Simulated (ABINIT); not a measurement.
## GaN in ABINIT: convergence with smearing width

Input of the first run (smearing width 0.272 eV); the others differ in this setting and in those tied to it:

run.abi

```
# Pseudopotentials
pp_dirpath "./"
pseudos "Ga.LDA_PW-JTH.xml, N.LDA_PW-JTH.xml"

# Structure
acell 3*1.0
rprim
     6.0093290763     0.0000000000     0.0000000000
    -3.0046645382     5.2042316397     0.0000000000
     0.0000000000     0.0000000000     9.7623251598
ntypat 2
znucl 31 7
natom 4
typat 1 1 2 2
xred
     0.6666666667     0.3333333333     0.5000000000
     0.3333333333     0.6666666667     0.0000000000
     0.6666666667     0.3333333333     0.8750000000
     0.3333333333     0.6666666667     0.3750000000

# Plane-wave basis
ecut 26.0
pawecutdg 48.0

# k points
kptopt 1
ngkpt 10 10 5
nshiftk 1
shiftk 0.0 0.0 0.0

# Exchange and correlation
ixc 7

# Bands and occupations
nband 22
occopt 3
tsmear 0.272 eV

# SCF cycle
nstep 100
tolvrs 1.0e-9

# Output
iomode 3
prtwf 0
prtden 0
prteig 0
prtebands 0
```

Potentials or basis: JTH PAW LDA v2.0.

Command:

```bash
$ abinit run.abi > log 2>&1
```

Hardware: 1 thread of Arm Neoverse V2 (shared host).

```csv
smearing width,"energy less the tightest run, at zero smearing (meV/atom)",SCF cycles,CPU time (s),peak memory (GiB)
0.272 eV,0.26,12,55,0.14
0.2 eV,0.04,12,55,0.14
0.136 eV,0.00,12,55,0.14
0.1 eV,0.00,12,54,0.14
0.05 eV,0.00,12,53,0.14
0.025 eV,0.00,12,54,0.14
0.01 eV,0.00,12,56,0.14
```

Against the tightest run, the energy stays within 1 meV/atom from 0.272 eV on. The tightest run that finished is the yardstick and may itself not be fully converged.
